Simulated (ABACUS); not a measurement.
# Si2W (I4/mmm) in ABACUS: reference runs, part 2 of 2

ABACUS 3.10.1. The steps go on from the part before.

### Step 3. Single point, PBEsol (atoms moved at random, drawn with an rms of 0.05 Å)

INPUT

```
INPUT_PARAMETERS
suffix              Si2W
calculation         scf
basis_type          pw
pseudo_dir          ./
symmetry            1
dft_functional      pbesol
ecutwfc             74
pseudo_rcut         7
nspin               1
nbands              15
ks_solver           dav
smearing_method     fd
smearing_sigma      0.00367493
scf_thr             1e-08
scf_nmax            100
mixing_type         broyden
mixing_beta         0.7
cal_force           1
cal_stress          1
kpar                4
```

STRU

```
ATOMIC_SPECIES
W 183.8400 W.upf
Si 28.0850 Si.upf

LATTICE_CONSTANT
1.8897261246

LATTICE_VECTORS
-1.6069000000 1.6069000000 3.9149500000
1.6069000000 -1.6069000000 3.9149500000
1.6069000000 1.6069000000 -3.9149500000

ATOMIC_POSITIONS
Direct

W
0.0
1
0.0121670000 -0.0019450000 0.0117850000 1 1 1

Si
0.0
2
0.6816470000 0.6532560000 0.0082920000 1 1 1
0.3346560000 0.3145310000 -0.0264480000 1 1 1
```

KPT

```
K_POINTS
0
Gamma
12 12 12 0 0 0
```

Potentials or basis: PseudoDojo NC SR 0.4.1 PBEsol standard, plane waves.

Started as:

```
OMP_NUM_THREADS=1 mpirun -np 4 abacus > log
```

running log:

```text
ABACUS v3.10.1

               Atomic-orbital Based Ab-initio Computation at UStc

 ------------------------------------------------------------------------------------

 READING GENERAL INFORMATION
                           global_out_dir = OUT.Si2W/
                           global_in_card = INPUT
                               pseudo_dir = ./
                              orbital_dir =
                                    DSIZE = 4
                                    GSIZE = 1

 READING UNITCELL INFORMATION
                                    ntype = 2
                  lattice constant (Bohr) = 1.88973
              lattice constant (Angstrom) = 1

 READING ATOM TYPE 1
                               atom label = W
                      L=0, number of zeta = 1
                      L=1, number of zeta = 1
                      L=2, number of zeta = 1
             number of atom for this type = 1

 READING ATOM TYPE 2
                               atom label = Si
                      L=0, number of zeta = 1
                      L=1, number of zeta = 1
                      L=2, number of zeta = 1
             number of atom for this type = 2

                        TOTAL ATOM NUMBER = 3
DIRECT COORDINATES
    atom                   x                   y                   z     mag                  vx                  vy                  vz
taud_W1            0.0121670000        0.9980550000        0.0117850000  0.0000        0.0000000000        0.0000000000        0.0000000000
taud_Si1            0.6816470000        0.6532560000        0.0082920000  0.0000        0.0000000000        0.0000000000        0.0000000000
taud_Si2            0.3346560000        0.3145310000        0.9735520000  0.0000        0.0000000000        0.0000000000        0.0000000000

                          Volume (Bohr^3) = 272.873
                             Volume (A^3) = 40.4356

 Lattice vectors: (Cartesian coordinate: in unit of a_0)
              -1.6069             +1.6069            +3.91495
              +1.6069             -1.6069            +3.91495
              +1.6069             +1.6069            -3.91495
 Reciprocal vectors: (Cartesian coordinate: in unit of 2 pi/a_0)
                   +0           +0.311158           +0.127716
[... 242 lines left out ...]
 E_Harris       -169.2566196133      -2302.8544509597
 E_Fermi        1.2298088578         16.7324079176
----------------------------------------------------------
[... 63 lines left out ...]
 Density error is 2.66073936082e-09
                          Error Threshold = 6.31875406883e-10
----------------------------------------------------------
     Energy           Rydberg                 eV
----------------------------------------------------------
 E_KohnSham     -168.6841117665      -2295.0650820936
 E_KS(sigma->0) -168.6840258915      -2295.0639137036
 E_Harris       -168.6840238955      -2295.0638865471
 E_band         -6.1394796925        -83.5319065734
 E_one_elec     -31.7720663625       -432.2811397643
 E_Hartree      27.7184760828        377.1292146028
 E_xc           -39.4983263323       -537.4022995829
 E_Ewald        -125.1320234044      -1702.5085205692
 E_entropy(-TS) -0.0001717501        -0.0023367801
 E_descf        0.0000000000         0.0000000000
 E_exx          0.0000000000         0.0000000000
 E_Fermi        1.2195512547         16.5928460674
----------------------------------------------------------

 charge density convergence is achieved
 final etot is -2295.0650821 eV
 EFERMI = 16.592846067 eV

 STATE ENERGY(eV) AND OCCUPATIONS    NSPIN == 1
 1/217 kpoint (Cartesian) = 0.0000 0.0000 0.0000 (2945 pws)
       1       -57.2258     0.00115741
       2       -21.4889     0.00115741
       3       -21.4664     0.00115741
       4       -21.4503     0.00115741
       5        2.55289     0.00115741
       6        9.68139     0.00115741
       7        12.8811     0.00115741
       8        13.1779     0.00115741
       9        13.8176     0.00115741
      10        13.8313     0.00115741
      11        17.1399    2.05016e-08
      12        19.3207    2.34021e-27
      13        19.4619    1.39018e-28
      14        19.6568    2.82308e-30
      15        19.7407    5.26938e-31
[... 71 lines left out ...]
       2       -21.6736     0.00231481
       3       -21.4617     0.00231481
       4       -21.4408     0.00231481
       5        5.53575     0.00231481
       6        7.76075     0.00231481
       7        10.9338     0.00231481
       8        11.8444     0.00231481
       9        13.7763     0.00231481
      10        13.9738     0.00231481
      11        15.9416     0.00231481
      12        18.8296    8.64158e-23
      13        19.8397    1.45558e-31
      14        20.1615    2.33344e-34
      15        21.0949    1.82020e-42

[... levels at 211 further k points ...]

------------------------------------------------------------------------------------------
 TOTAL-FORCE (eV/Angstrom)
------------------------------------------------------------------------------------------
                        W1        -0.5662892825        -0.2104895045         0.2022489965
                       Si1         0.0291166458        -0.2936240714         0.3444575931
                       Si2         0.5371726367         0.5041135759        -0.5467065896
------------------------------------------------------------------------------------------

----------------------------------------------------------------
 TOTAL-STRESS (KBAR)
----------------------------------------------------------------
       -12.3119597996         4.9217917380        -4.1640311219
         4.9217917380       -11.8440719148        -5.9399201300
        -4.1640311219        -5.9399201300        -5.8072170023
----------------------------------------------------------------
 TOTAL-PRESSURE: -9.987750 KBAR

 --------------------------------------------
 !FINAL_ETOT_IS -2295.0650820936261880 eV
 --------------------------------------------
```

Wall time 5.6 min (4 MPI ranks of Intel Xeon Platinum 8259CL at 2.50GHz (Skylake/Cascade Lake), shared host); peak memory 1 GiB.

Results:

```yaml
Free_energy: -2295.0651 eV
Pressure: -1.0 GPa
Largest_force: 0.917 eV/Å
Band_gap_on_the_k_mesh: none (metal or under the smearing width)
```

Forces in eV/Å, atoms in the order of the input:
```
W   -0.566 -0.210  0.202
Si   0.029 -0.294  0.344
Si   0.537  0.504 -0.547
```

Levels at points of the mesh, in eV from the Fermi level:
```
           k point  band 9  band 10  band 11  band 12  band 13  band 14
(0.00, 0.00, 0.00)   -2.78    -2.76     0.55     2.73     2.87     3.06
(0.50, 0.00, 0.00)   -2.92    -2.70    -0.41     2.66     3.17     3.91
(0.00, 0.50, 0.00)   -2.92    -2.70    -0.42     2.66     3.07     3.88
(0.50, 0.50, 0.00)   -4.91    -3.26    -1.85     2.93     2.94     3.10
(0.00, 0.00, 0.50)   -4.94    -3.26    -1.85     2.92     2.94     3.08
(0.50, 0.00, 0.50)   -2.87    -2.71    -0.43     2.66     2.79     3.81
(0.00, 0.50, 0.50)   -2.83    -2.73    -0.43     2.63     2.71     3.80
(0.50, 0.50, 0.50)   -0.76    -0.73    -0.52    -0.50     0.75     4.59
```

Caveat: there are fewer bands than atomic start orbitals, so a level may be missed at k points of high symmetry.
